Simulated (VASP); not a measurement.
# Al2O3: relaxation of cell and atoms with PBEsol

Al2O3:

```
CELL_PARAMETERS angstrom
6.39723 0.00000 0.00000
0.00000 4.38111 0.00000
0.00000 0.00000 4.56218
ATOMIC_POSITIONS crystal
Al 0.38677 0.25387 0.04003
Al 0.61323 0.25387 0.45997
Al 0.11323 0.24613 0.54003
Al 0.88677 0.24613 0.95997
Al 0.61323 0.74613 0.95997
Al 0.38677 0.74613 0.54003
Al 0.88677 0.75387 0.45997
Al 0.11323 0.75387 0.04003
O 0.65442 0.10652 0.10349
O 0.34558 0.10652 0.39651
O 0.84558 0.39348 0.60349
O 0.15442 0.39348 0.89651
O 0.34558 0.89348 0.89651
O 0.65442 0.89348 0.60349
O 0.15442 0.60652 0.39651
O 0.84558 0.60652 0.10349
O 0.00000 0.05913 0.25000
O 0.50000 0.44087 0.75000
O 0.00000 0.94087 0.75000
O 0.50000 0.55913 0.25000
```

Measurements of this composition are mostly on another form, of space group No. 167.

```
Program                : VASP 6.6.1
Task                   : relaxation of cell and atoms
Functional             : PBEsol
Potentials or basis    : VASP PAW PBE potentials, release 64 (Al, O)
Cutoff                 : 600 eV
k mesh                 : 4 × 6 × 6
Occupations            : gaussian, width 0.03 eV
Spin                   : no spin polarisation
Target pressure        : 113 GPa
Further INCAR settings : ALGO = Normal; EDIFF = 1e-07; IBRION = 2; EDIFFG = -0.005; NSW = 90; ISIF = 3
Target pressure        : 113 GPa
```

* Relaxed volume: 6.39 Å³/atom
* Relaxed cell: a = 6.397 Å, b = 4.381 Å, c = 4.562 Å, α = 90.00°, β = 90.00°, γ = 90.00°
* Space group after relaxing (to 0.05 Å): Pbcn (No. 60)
* Energy change on relaxing (the enthalpy is what falls): +0.7 meV/atom
* Ionic steps: 3
* Pressure after relaxing: 113.0 GPa
* Band gap on the k mesh: 8.93 eV, direct

Forces on the atoms (eV/Å):
```
Al  -0.001  0.001  0.002
Al   0.001  0.001 -0.002
Al   0.001 -0.001  0.002
Al  -0.001 -0.001 -0.002
Al   0.001 -0.001 -0.002
Al  -0.001 -0.001  0.002
Al  -0.001  0.001 -0.002
Al   0.001  0.001  0.002
O    0.000  0.000  0.002
O    0.000  0.000 -0.002
O    0.000  0.000  0.002
O    0.000  0.000 -0.002
O    0.000  0.000 -0.002
O    0.000  0.000  0.002
O    0.000  0.000 -0.002
O    0.000  0.000  0.002
O    0.000  0.001  0.000
O    0.000 -0.001  0.000
O    0.000 -0.001  0.000
O    0.000  0.001  0.000
```

Step by step:
| step | energy change (eV) | largest force (eV/Å) | pressure (GPa) | volume (Å³) |
| --- | --- | --- | --- | --- |
| 1 | 0.0000 | 0.0062 | 112.94 | 127.86 |
| 2 | 0.0337 | 0.0137 | 113.18 | 127.82 |
| 3 | 0.0131 | 0.0022 | 113.02 | 127.85 |

Final structure:
```
CELL_PARAMETERS angstrom
6.39680 0.00000 0.00000
0.00000 4.38063 0.00000
0.00000 0.00000 4.56232
ATOMIC_POSITIONS crystal
Al 0.38677 0.25384 0.04003
Al 0.61323 0.25384 0.45997
Al 0.11323 0.24616 0.54003
Al 0.88677 0.24616 0.95997
Al 0.61323 0.74616 0.95997
Al 0.38677 0.74616 0.54003
Al 0.88677 0.75384 0.45997
Al 0.11323 0.75384 0.04003
O 0.65441 0.10650 0.10349
O 0.34559 0.10650 0.39651
O 0.84559 0.39350 0.60349
O 0.15441 0.39350 0.89651
O 0.34559 0.89350 0.89651
O 0.65441 0.89350 0.60349
O 0.15441 0.60650 0.39651
O 0.84559 0.60650 0.10349
O 0.00000 0.05912 0.25000
O 0.50000 0.44088 0.75000
O 0.00000 0.94088 0.75000
O 0.50000 0.55912 0.25000
```

Levels at points of the mesh, in eV from the valence-band top:
```csv
k point,band 45,band 46,band 47,band 48,band 49,band 50,band 51,band 52
"(0.00, 0.00, 0.00)",-0.82,-0.36,-0.24,0.00,8.93,9.39,9.93,11.50
"(0.50, 0.00, 0.00)",-0.54,-0.54,-0.30,-0.30,10.21,10.21,10.69,10.69
"(0.00, 0.50, 0.00)",-0.80,-0.80,-0.34,-0.34,9.52,9.52,10.80,10.80
"(0.50, 0.50, 0.00)",-0.60,-0.60,-0.57,-0.57,10.21,10.21,10.79,10.79
"(0.00, 0.00, 0.50)",-0.62,-0.62,-0.26,-0.26,10.46,10.46,10.85,10.85
"(0.50, 0.00, 0.50)",-0.63,-0.63,-0.63,-0.63,10.94,10.94,10.94,10.94
"(0.00, 0.50, 0.50)",-0.57,-0.57,-0.57,-0.57,10.75,10.75,10.75,10.75
"(0.50, 0.50, 0.50)",-0.91,-0.91,-0.91,-0.91,10.04,10.04,10.04,10.04
```

Wall time 3.3 min on 4 MPI ranks on Intel(R) Xeon(R) Platinum 8488C (Sapphire Rapids), on a shared host, peak memory 0.46 GiB a rank.

Caveat: the cell is relaxed towards a set pressure, so the enthalpy falls and the energy may rise; the PAW data sets were made with another functional, which shifts forces and pressure a little. A k mesh can miss the band edges.
